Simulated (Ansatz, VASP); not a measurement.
**NiO in VASP and in Ansatz**

The input POSCAR:

```
NiO
1.0
    0.0000000000      2.2835484600      2.2835484600
    2.2835484600      0.0000000000      2.2835484600
    2.2835484600      2.2835484600      0.0000000000
Ni O
1 1
Direct
    0.0000000000      0.0000000000      0.0000000000
    0.2500000000      0.2500000000      0.2500000000
```

The input INCAR.step1:

```
ALGO = Normal
EDIFF = 1E-4
ENCUT = 520
GGA = PE
ISMEAR = 0
ISPIN = 2
LASPH = True
LCHARG = False
LMAXMIX = 4
LREAL = False
LWAVE = True
MAGMOM = 1.75 0.4
NBANDS = 19
NELM = 150
PREC = Accurate
SIGMA = 0.05
```

Contents of INCAR.step2:

```
ALGO = Normal
EDIFF = 1E-6
ENCUT = 520
ISIF = 2
ISMEAR = 0
ISPIN = 2
ISTART = 1
LASPH = True
LCHARG = False
LMAXMIX = 4
LMIXTAU = True
LORBIT = 11
LREAL = False
LWAVE = False
MAGMOM = 1.75 0.4
METAGGA = R2SCAN
NBANDS = 19
NELM = 150
PREC = Accurate
SIGMA = 0.05
```

File KPOINTS:

```
k-points
0
Gamma
  7 7 7
```

Input for Ansatz:

```yaml
crystal:
  lattice:
    - [0.0, 2.28354846, 2.28354846]
    - [2.28354846, 0.0, 2.28354846]
    - [2.28354846, 2.28354846, 0.0]
  atoms:
    - { symbol: Ni, position: [0.0, 0.0, 0.0], spin: 2.0 }
    - { symbol: O, position: [0.25, 0.25, 0.25] }
basis:
  ecutwfc: 500
  ecutrho_ratio: 4
kpoints:
  mp_grid: { grid: [7, 7, 7] }
hamiltonian:
  xc: r2scan
  hubbard:
    sites:
      - { site: 0, l: d, u_eff: 0.0, starting_ns: [{ spin: up, occupation_matrix: s0up }, { spin: down, occupation_matrix: s0down }] }
    occupation_matrices:
      s0up:
        matrix:
          - [0.97, 0.0, 0.0, 0.0, 0.0]
          - [0.0, 0.97, 0.0, 0.0, 0.0]
          - [0.0, 0.0, 0.97, 0.0, 0.0]
          - [0.0, 0.0, 0.0, 0.97, 0.0]
          - [0.0, 0.0, 0.0, 0.0, 0.97]
      s0down:
        matrix:
          - [0.97, 0.0, 0.0, 0.0, 0.0]
          - [0.0, 0.02, 0.0, 0.0, 0.0]
          - [0.0, 0.0, 0.97, 0.0, 0.0]
          - [0.0, 0.0, 0.0, 0.02, 0.0]
          - [0.0, 0.0, 0.0, 0.0, 0.97]
    ns_hold: { iters: 5 }
scf:
  occupations: { method: gaussian, width: 0.05 }
  lower_state_search: "off"
  max_iter: 150
output:
  forces: true
  stress: true
  eigenvalues: true
  populations: true
  hubbard: { sites: [{ site: 0, l: d }] }
  write_density: true
  write_potential: true
  elf: true
  volumetric_format: npy
magnetization:
  spin_polarized: true
```

Alike in both runs: task single point; functional r2SCAN; k mesh 7 × 7 × 7; occupations gaussian, width 0.05 eV; collinear spin.

```csv
,VASP,Ansatz
version,VASP 6.6.1,Ansatz 0.2.0
potentials or method,"VASP PAW PBE potentials, release 64 (Ni, O)","scalar-relativistic, plane waves, PAW"
plane-wave cutoff (eV),520,500
valence electrons in the cell,16,24
```

Ansatz gave:

- gap on the k mesh at the Fermi level (eV): none
- pressure (GPa): -12.1
- net moment per atom (μB): 1.00
- size of the moment on the site where the two differ most (μB): 1.59

Task: What did VASP give for the same quantities?

Result: gap on the k mesh at the Fermi level (eV): none; pressure (GPa): -12.2; net moment per atom (μB): 1.00; size of the moment on the site where the two differ most (μB): 1.61.

Site moments also hang on the region over which each program counts them. A gap of «none» marks a metal or a gap that the smearing closes. The functional is the same, so the differences come from potentials, cutoffs and numerics. The two sets of potentials don't hold the same shells in valence. Ansatz warned: «specified_occupation_not_kept».

Caveats: the PAW data sets were made with another functional, which shifts forces and pressure a little (VASP); a cell with one magnetic atom can't hold antiferromagnetic order, which such compounds often take; semilocal functionals often make such compounds metallic where correlation or magnetic order opens a gap, which also shifts bond lengths.
